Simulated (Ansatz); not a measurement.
Runs of Ansatz 0.2.0 on TiO2. The structure is monoclinic, space group C2/m (No. 12). Conventional cell: a = 12.307 Å, b = 3.767 Å, c = 6.616 Å, α = 90.00°, β = 106.95°, γ = 90.00°. Around Ti (site symmetry m) lie 4 O at 1.86 to 1.94 Å. Ti (site symmetry m) has 5 O at 1.78 to 2.03 Å as nearest neighbours. Around O (site symmetry m) lie 3 Ti at 1.94 to 2.03 Å. Around O (site symmetry m) lie 3 Ti at 1.96 to 2.16 Å. O (site symmetry m) has 2 Ti at 1.78 to 1.87 Å as nearest neighbours. O (site symmetry m) is surrounded by 2 Ti at 1.86 to 1.93 Å. The cell comes from a database or a generator and needn't be the stable form of this composition.

```tsv
task	level	cell	cutoff (eV)	points for each segment of the path	gap on the mesh (eV)	pressure (GPa)	relaxed volume (Å³/atom)	largest force (eV/Å)
relaxation of cell and atoms	revPBE+D4	relaxed	420	-	2.83	0.0	11.93	-
band structure	RPBE	as given	420	10	2.78	3.0	-	0.20
relaxation of cell and atoms	PBEsol	relaxed	420	-	(c)	0.0	11.81	-
relaxation of cell and atoms	revPBE+D3(BJ)	relaxed	420	-	2.83	0.0	(a)	-
relaxation of cell and atoms	BLYP+D3(BJ)	relaxed	420	-	2.80	0.0	(d)	-
band structure	r2SCAN	as given	500	10	3.11	-5.6	-	0.26
relaxation of cell and atoms	RPBE+D4	relaxed	420	-	2.83	0.0	11.97	-
relaxation of cell and atoms	BLYP	relaxed	420	-	(b)	0.0	12.46	0.01
```

Alike in all rows: potentials or basis Ansatz PAW; no spin polarisation; k mesh 8 × 8 × 4; smearing fermi-dirac 0.05 eV.

Q: Estimate the missing entries.

A: (a) 11.98; (b) 2.69; (c) 2.82; (d) 12.02.

Caveats: the PAW data sets come from PBE, with cores solved anew for the run's functional, which leaves a small shift of forces and pressure; the plane-wave basis is chosen anew once the cell has moved, so the energies of steps on either side of that aren't comparable (some runs).

A k mesh can miss the band edges.

Runs at the PBE level aren't shown here.
